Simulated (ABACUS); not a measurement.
**InP: equation of state with revPBE**

InP:

```
In P
1.0
     0.00000    2.93050    2.93050
     2.93050    0.00000    2.93050
     2.93050    2.93050    0.00000
In P
1 1
Cartesian
  0.0000 0.0000 0.0000
  4.3957 4.3957 4.3957
```

```json
{
  "Program": "ABACUS 3.10.1",
  "Task": "equation of state",
  "Functional": "revPBE",
  "Potentials or basis": "PseudoDojo NC SR 0.4.1 PBE standard",
  "Cutoff": "966 eV",
  "Density cutoff": "3864 eV",
  "Basis": "plane waves",
  "k mesh": "6 × 6 × 6",
  "Occupations": "fermi-dirac, width 0.05 eV",
  "Spin": "no spin polarisation"
}
```

The equilibrium volume is 26.96 Å³/atom (rough: see the caveat). The bulk modulus is 57 GPa (rough).

Energy against volume, from the lowest point:
```
volume (Å³/atom)  energy (meV/atom)
          23.657              90.84
          24.160              62.62
          24.663              40.38
          25.167              23.51
          25.670              11.47
          26.173               3.78
          26.677               0.00
```

All runs of the series together: 43 s on 4 threads of Intel(R) Xeon(R) Platinum 8259CL CPU @ 2.50GHz (Skylake/Cascade Lake), on a shared host.

Caveat: the minimum lies outside the volumes run; the potentials were made for another functional, which shifts forces and pressure.
